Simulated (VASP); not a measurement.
Input of a VASP 6.6.1 run:

File POSCAR:

```
GaP
1.0
    3.1864352332      0.0000000000      0.0000000000
    0.0000000000      3.1864352332      0.0000000000
    0.0000000000      0.0000000000      3.1864352332
Ga P
1 1
Direct
    0.0000000000      0.0000000000      0.0000000000
    0.5000000000      0.5000000000      0.5000000000
```

File INCAR.step1:

```
ALGO = Normal
EDIFF = 1E-5
ENCUT = 520
GGA = PE
ISIF = 2
ISMEAR = -1
LASPH = T
LCHARG = F
LREAL = F
LWAVE = T
NBANDS = 16
NELM = 100
PREC = Accurate
SIGMA = 0.02
```

INCAR.step2

```
ALGO = Normal
EDIFF = 1E-6
ENCUT = 520
GGA = PE
HFSCREEN = 0.2079
ISIF = 2
ISMEAR = -1
ISTART = 1
LASPH = T
LCHARG = F
LHFCALC = T
LREAL = F
LWAVE = F
NBANDS = 16
NELM = 100
PREC = Accurate
PRECFOCK = Normal
SIGMA = 0.02
```

File KPOINTS:

```
k-points
0
Gamma
  6 6 6
```

Potentials or basis: VASP PAW PBE potentials, release 64 (Ga_d, P).

The run is started by

```console
$ cat potpaw_PBE.64/Ga_d/POTCAR potpaw_PBE.64/P/POTCAR > POTCAR
$ cp INCAR.step1 INCAR
$ mpirun -np 1 vasp_std > vasp.out
$ cp INCAR.step2 INCAR
$ mpirun -np 1 vasp_std > vasp.out
```

(1) What does it give for the pressure?

(2) Estimate the band gap on the k mesh.

## Answers

(1) -0.2 GPa.

(2) none (metal or under the smearing width).

Caveat: the PAW data sets were made with another functional, which shifts forces and pressure a little.
